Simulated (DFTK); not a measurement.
# LiCl (Fm-3m) in DFTK: equation of state

How stiff is LiCl in PBE, and what volume does it want? The cell is scaled to several volumes.

Everything below comes from runs of DFTK 0.8.2. Logs are shortened: lines on timing, memory, paths and dates and some standing lists are left out, and cuts for length are marked.

## Step 1: The crystal as given

Symmetry: Fm-3m, No. 225, cubic system. The conventional cell has a = 5.130 Å, b = 5.130 Å, c = 5.130 Å, α = 90.00°, β = 90.00°, γ = 90.00°. Cl (site symmetry m-3m) is surrounded by 6 Li at 2.56 Å. Li (site symmetry m-3m) is surrounded by 6 Cl at 2.56 Å.

## Step 2: Equation of state, PBE

run.jl

```julia
using DFTK
using PseudoPotentialData
using Unitful, UnitfulAtomic
using LinearAlgebra, Printf
include("save.jl")
disable_threading()

# lattice vectors are the columns
lattice = austrip(1u"Å") * [           0.0        2.56477        2.56477;
                  2.56477            0.0        2.56477;
                  2.56477        2.56477            0.0]
symbols   = [:Cl, :Li]
positions = [[0.5, 0.5, 0.5],
             [0.0, 0.0, 0.0]]
pseudopotentials = PseudoFamily("dojo.nc.sr.pbe.v0_4_1.standard.upf")
elements = Dict(s => ElementPsp(s, pseudopotentials) for s in unique(symbols))
atoms    = [elements[s] for s in symbols]

build_model(lattice, positions; symmetries=true) =
    model_DFT(lattice, atoms, positions;
              functionals=PBE(),
              temperature=austrip(0.05u"eV"),
              smearing=Smearing.FermiDirac(),
              symmetries)
Ecut  = 37.0  # hartree
kgrid = [9, 9, 9]
tol   = 1e-6
to_GPa = ustrip(uconvert(u"GPa", 1u"hartree/bohr^3"))

results["points"] = []
for scale in [0.94, 0.96, 0.98, 1.0, 1.02, 1.04, 1.06]
    println("\n=== scale = ", scale)
    model = build_model(cbrt(scale) * lattice, positions)
    basis = PlaneWaveBasis(model; Ecut, kgrid)
    t0 = time()
    scfres = self_consistent_field(basis;
                                   tol,
                                   nbandsalg=AdaptiveBands(model; n_bands_converge=10))
    seconds = time() - t0
    @printf "SCF: %d iterations, %.1f s\n" scfres.n_iter seconds
    forces = compute_forces_cart(scfres)
    stress = compute_stresses_cart(scfres)
    @printf "V = %.5f Å^3  F = %.8f Ha  max force = %.5f eV/Å  p = %.4f GPa\n" ustrip(auconvert(u"Å^3", model.unit_cell_volume)) scfres.energies.total ustrip(auconvert(u"eV/Å", maximum(norm, forces))) (-tr(stress) / 3 * to_GPa)
    push!(results["points"], save_scf!(scfres; forces, stress, d=Dict{String,Any}("seconds" => seconds, "n_matvec" => get(scfres, :n_matvec, 0))))
end

# third-order Birch-Murnaghan fit in x = V^(-2/3)
V = [0.94, 0.96, 0.98, 1.0, 1.02, 1.04, 1.06] * abs(det(lattice))
E = [p["total"] for p in results["points"]]
x = V .^ (-2 / 3)
c = [x .^ 0 x x .^ 2 x .^ 3] \ E
Δ = c[3]^2 - 3c[2] * c[4]
if Δ > 0
    x0 = (-c[3] + sqrt(Δ)) / 3c[4]
    B0 = 4 / 9 * x0^(7 / 2) * (2c[3] + 6c[4] * x0)
    @printf "V0 = %.4f Å^3  B0 = %.2f GPa\n" ustrip(auconvert(u"Å^3", x0^(-3 / 2))) B0 * to_GPa
end
```

Potentials or basis: dojo.nc.sr.pbe.v0_4_1.standard.upf (PBE).

Command:

```bash
$ julia --threads=1 run.jl  # save.jl only writes the numbers to a file and isn't shown; printed stress counts tension as positive; times include loading and compiling
```

Output:

```text
=== scale = 0.94
n     Energy            log10(ΔE)   log10(Δρ)   Diag   Δtime
---   ---------------   ---------   ---------   ----   ------
  1   -23.73489289744                   -1.34    5.0    4.35s
  2   -23.73616433191       -2.90       -1.93    1.0    1.81s
  3   -23.73626750689       -3.99       -2.56    3.1    2.97s
  4   -23.73627183960       -5.36       -3.43    2.7    2.81s
  5   -23.73627192172       -7.09       -4.36    3.1    2.87s
  6   -23.73627192502       -8.48       -5.09    3.1    3.09s
  7   -23.73627192507      -10.28       -6.34    2.4    2.76s
SCF: 7 iterations, 21.0 s
V = 31.71780 Å^3  F = -23.73627193 Ha  max force = 0.00000 eV/Å  p = 2.7449 GPa

=== scale = 0.96
n     Energy            log10(ΔE)   log10(Δρ)   Diag   Δtime
---   ---------------   ---------   ---------   ----   ------
  1   -23.73520622452                   -1.34    4.9    4.13s
  2   -23.73652197357       -2.88       -1.93    1.0    1.52s
  3   -23.73662561459       -3.98       -2.55    3.1    2.89s
  4   -23.73662983390       -5.37       -3.45    2.6    2.73s
  5   -23.73662992998       -7.02       -4.34    3.2    3.00s
  6   -23.73662993292       -8.53       -5.09    3.1    3.09s
  7   -23.73662993298      -10.27       -6.34    2.4    2.73s
SCF: 7 iterations, 20.4 s
V = 32.39265 Å^3  F = -23.73662993 Ha  max force = 0.00000 eV/Å  p = 1.8737 GPa

=== scale = 0.98
n     Energy            log10(ΔE)   log10(Δρ)   Diag   Δtime
---   ---------------   ---------   ---------   ----   ------
  1   -23.73538712526                   -1.34    4.8    3.39s
  2   -23.73675151272       -2.87       -1.93    1.0    2.11s
  3   -23.73685574081       -3.98       -2.54    3.1    2.26s
  4   -23.73685979086       -5.39       -3.47    2.6    2.76s
  5   -23.73685989419       -6.99       -4.30    3.3    3.05s
  6   -23.73685989700       -8.55       -5.06    3.0    2.93s
  7   -23.73685989707      -10.18       -6.33    2.5    2.18s
SCF: 7 iterations, 19.6 s
V = 33.06750 Å^3  F = -23.73685990 Ha  max force = 0.00000 eV/Å  p = 1.0902 GPa

=== scale = 1.0
n     Energy            log10(ΔE)   log10(Δρ)   Diag   Δtime
---   ---------------   ---------   ---------   ----   ------
  1   -23.73545035301                   -1.33    5.0    4.11s
  2   -23.73686592288       -2.85       -1.93    1.0    1.52s
  3   -23.73697052696       -3.98       -2.54    3.1    2.87s
  4   -23.73697458128       -5.39       -3.49    2.5    2.74s
  5   -23.73697468312       -6.99       -4.28    3.3    3.05s
  6   -23.73697468572       -8.58       -5.05    3.0    2.37s
  7   -23.73697468579      -10.16       -6.34    2.4    2.71s
SCF: 7 iterations, 19.8 s
V = 33.74235 Å^3  F = -23.73697469 Ha  max force = 0.00000 eV/Å  p = 0.3850 GPa

=== scale = 1.02
n     Energy            log10(ΔE)   log10(Δρ)   Diag   Δtime
---   ---------------   ---------   ---------   ----   ------
  1   -23.73540153048                   -1.33    4.9    3.98s
  2   -23.73687730372       -2.83       -1.93    1.0    1.56s
  3   -23.73698189277       -3.98       -2.52    3.1    2.85s
  4   -23.73698570011       -5.42       -3.54    2.5    2.70s
  5   -23.73698580627       -6.97       -4.28    3.4    3.12s
  6   -23.73698580846       -8.66       -5.06    2.9    2.35s
  7   -23.73698580852      -10.18       -6.39    2.5    2.69s
SCF: 7 iterations, 19.7 s
V = 34.41719 Å^3  F = -23.73698581 Ha  max force = 0.00000 eV/Å  p = -0.2498 GPa

=== scale = 1.04
n     Energy            log10(ΔE)   log10(Δρ)   Diag   Δtime
---   ---------------   ---------   ---------   ----   ------
  1   -23.73525600629                   -1.33    4.9    5.73s
  2   -23.73679522163       -2.81       -1.94    1.0    2.60s
  3   -23.73689964934       -3.98       -2.51    3.1    4.29s
  4   -23.73690359175       -5.40       -3.57    2.4    3.96s
  5   -23.73690369745       -6.98       -4.25    3.5    4.84s
  6   -23.73690369936       -8.72       -5.07    2.6    4.11s
  7   -23.73690369943      -10.17       -6.15    2.5    4.51s
SCF: 7 iterations, 31.4 s
V = 35.09204 Å^3  F = -23.73690370 Ha  max force = 0.00000 eV/Å  p = -0.8210 GPa

=== scale = 1.06
n     Energy            log10(ΔE)   log10(Δρ)   Diag   Δtime
---   ---------------   ---------   ---------   ----   ------
  1   -23.73502287075                   -1.33    4.9    5.08s
  2   -23.73662911685       -2.79       -1.94    1.0    3.01s
  3   -23.73673337170       -3.98       -2.49    3.1    4.36s
  4   -23.73673742004       -5.39       -3.59    2.4    3.91s
  5   -23.73673753268       -6.95       -4.24    3.6    4.84s
  6   -23.73673753441       -8.76       -5.10    2.5    4.09s
  7   -23.73673753448      -10.17       -6.09    2.7    4.27s
SCF: 7 iterations, 31.2 s
V = 35.76689 Å^3  F = -23.73673753 Ha  max force = 0.00000 eV/Å  p = -1.3356 GPa
V0 = 34.1539 Å^3  B0 = 31.75 GPa
```

Wall time 7.5 min (1 thread of Intel Xeon Platinum 8375C at 2.90GHz (Ice Lake), shared host); peak memory 1.6 GiB.

What came out:

```
Equilibrium volume                      : 17.08 Å³/atom
Bulk modulus                            : 32 GPa
Pressure derivative of the bulk modulus : 4.3
```

Energy against volume, from the lowest point:
```csv
volume (Å³/atom),energy (meV/atom)
15.859,9.71
16.196,4.84
16.534,1.71
16.871,0.15
17.209,0.00
17.546,1.12
17.883,3.38
```

## Step 3: Single point, PBE, 15.86 Å³/atom (volume scaled by 0.94)

run.jl is that of step 2.

Potentials or basis: dojo.nc.sr.pbe.v0_4_1.standard.upf (PBE).

Command:

```bash
$ julia --threads=1 run.jl  # one pass of the loop, scale = 0.94; save.jl only writes the numbers to a file and isn't shown; printed stress counts tension as positive; times include loading and compiling
```

It took 21 s on 1 thread of Intel Xeon Platinum 8375C at 2.90GHz (Ice Lake), shared host.

The run converged. Its results:

- Free energy: -645.8969 eV
- Pressure: 2.7 GPa
- Band gap on the k mesh: 6.70 eV, direct

Caveat: an odd mesh through Γ misses points on the zone boundary, where band edges often lie.

## Step 4: Single point, PBE, 16.20 Å³/atom (volume scaled by 0.96)

run.jl is that of step 3.

Command:

```bash
$ julia --threads=1 run.jl  # one pass of the loop, scale = 0.96; save.jl only writes the numbers to a file and isn't shown; printed stress counts tension as positive; times include loading and compiling
```

Run time: 20 s. Hardware: 1 thread of Intel Xeon Platinum 8375C at 2.90GHz (Ice Lake), shared host.

Results (log left out):

```yaml
Free_energy: -645.9066 eV
Pressure: 1.9 GPa
Band_gap_on_the_k_mesh: 6.57 eV, direct
```

Caveat: an odd mesh through Γ misses points on the zone boundary, where band edges often lie.

## Step 5: Single point, PBE, 16.53 Å³/atom (volume scaled by 0.98)

run.jl is that of step 4.

Command:

```bash
$ julia --threads=1 run.jl  # one pass of the loop, scale = 0.98; save.jl only writes the numbers to a file and isn't shown; printed stress counts tension as positive; times include loading and compiling
```

Run time: 20 s. Hardware: 1 thread of Intel Xeon Platinum 8375C at 2.90GHz (Ice Lake), shared host.

It converged, with:

| Item | Value |
| --- | --- |
| Free energy | -645.9129 eV |
| Pressure | 1.1 GPa |
| Band gap on the k mesh | 6.45 eV, direct |

Caveat: an odd mesh through Γ misses points on the zone boundary, where band edges often lie.

## Step 6: Single point, PBE, 16.87 Å³/atom

run.jl is that of step 5.

Potentials or basis: dojo.nc.sr.pbe.v0_4_1.standard.upf (PBE).

Command:

```bash
$ julia --threads=1 run.jl  # one pass of the loop, scale = 1.0; save.jl only writes the numbers to a file and isn't shown; printed stress counts tension as positive; times include loading and compiling
```

It took 20 s on 1 thread of Intel Xeon Platinum 8375C at 2.90GHz (Ice Lake), shared host.

The run converged. Its results:

```
Free energy            : -645.9160 eV
Pressure               : 0.4 GPa
Band gap on the k mesh : 6.33 eV, direct
```

Caveat: an odd mesh through Γ misses points on the zone boundary, where band edges often lie.

## Step 7: Single point, PBE, 17.21 Å³/atom (volume scaled by 1.02)

run.jl is that of step 6.

Command:

```bash
$ julia --threads=1 run.jl  # one pass of the loop, scale = 1.02; save.jl only writes the numbers to a file and isn't shown; printed stress counts tension as positive; times include loading and compiling
```

It took 20 s on 1 thread of Intel Xeon Platinum 8375C at 2.90GHz (Ice Lake), shared host.

It converged, with:

```yaml
Free_energy: -645.9163 eV
Pressure: -0.2 GPa
Band_gap_on_the_k_mesh: 6.22 eV, direct
```

Caveat: an odd mesh through Γ misses points on the zone boundary, where band edges often lie.

## Step 8: Single point, PBE, 17.55 Å³/atom (volume scaled by 1.04)

run.jl is that of step 7.

Command:

```bash
$ julia --threads=1 run.jl  # one pass of the loop, scale = 1.04; save.jl only writes the numbers to a file and isn't shown; printed stress counts tension as positive; times include loading and compiling
```

It took 31 s on 1 thread of Intel Xeon Platinum 8375C at 2.90GHz (Ice Lake), shared host.

The run converged. Its results:

```
Free energy            : -645.9141 eV
Pressure               : -0.8 GPa
Band gap on the k mesh : 6.11 eV, direct
```

Caveat: an odd mesh through Γ misses points on the zone boundary, where band edges often lie.

## Step 9: Single point, PBE, 17.88 Å³/atom (volume scaled by 1.06)

run.jl is that of step 8.

Potentials or basis: dojo.nc.sr.pbe.v0_4_1.standard.upf (PBE).

Command:

```bash
$ julia --threads=1 run.jl  # one pass of the loop, scale = 1.06; save.jl only writes the numbers to a file and isn't shown; printed stress counts tension as positive; times include loading and compiling
```

Wall time 31 s (1 thread of Intel Xeon Platinum 8375C at 2.90GHz (Ice Lake), shared host).

It converged, with:

```
Free energy            : -645.9095 eV
Pressure               : -1.3 GPa
Band gap on the k mesh : 6.01 eV, direct
```

Caveat: an odd mesh through Γ misses points on the zone boundary, where band edges often lie.
